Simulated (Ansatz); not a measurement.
Reactions of CH7BOSi (`B[SiH2]OC`).

Isolated molecules relaxed with PBE0-D4/def2-TZVP in Ansatz; ΔE leaves out vibrations. CCSD(T)/CBS is the MP2 limit (def2-TZVPP, def2-QZVPP) plus CCSD(T) − MP2 in def2-TZVPP, frozen cores. This one scheme is used for every species. DFT in def2-TZVPP. B3LYP here is the variant with VWN-RPA as its local correlation; programs differ in this. For Ge outer-core shells are correlated without core-valence functions, which leaves a few kJ/mol of doubt a bond. Scalar relativity is left out up to krypton. One conformer a species, not always the lowest.

| reaction | HF/CBS(def2) (eV) | B3LYP-D4 (eV) | ωB97X-V (eV) | CCSD(T)/CBS(def2) (eV) |
| --- | --- | --- | --- | --- |
| `B[SiH2]OC` + `C=C=C[CH2][GeH3]` → `B[SiH2][CH2][GeH3]` + `C=C=COC` | 1.34 | 1.14 | 1.10 | 1.15 |
| `B[SiH2]OC` + `B[SiH2]N[SiH2]F` → `CO[SiH2]N[SiH2]F` + `B[SiH2]B` | -0.52 | -0.39 | -0.33 | -0.40 |
| `B[SiH2]OC` + `BCS[SiH2]F` → `CO[SiH2]S[SiH2]F` + `BCB` | -1.66 | -1.74 | -1.72 | -1.76 |
| `B[SiH2]OC` + `C[SiH2]N[SiH2]O` → `CO[SiH2]N[SiH2]O` + `B[SiH2]C` | -0.07 | -0.16 | -0.16 | -0.16 |
| `B[SiH2]OC` + `CC(=O)O` → `CO[SiH2]OC(C)=O` + BH₃ | -1.40 | -1.22 | -1.21 | -1.25 |

Largest T1 diagnostic: 0.015, for `B[SiH2]B`.
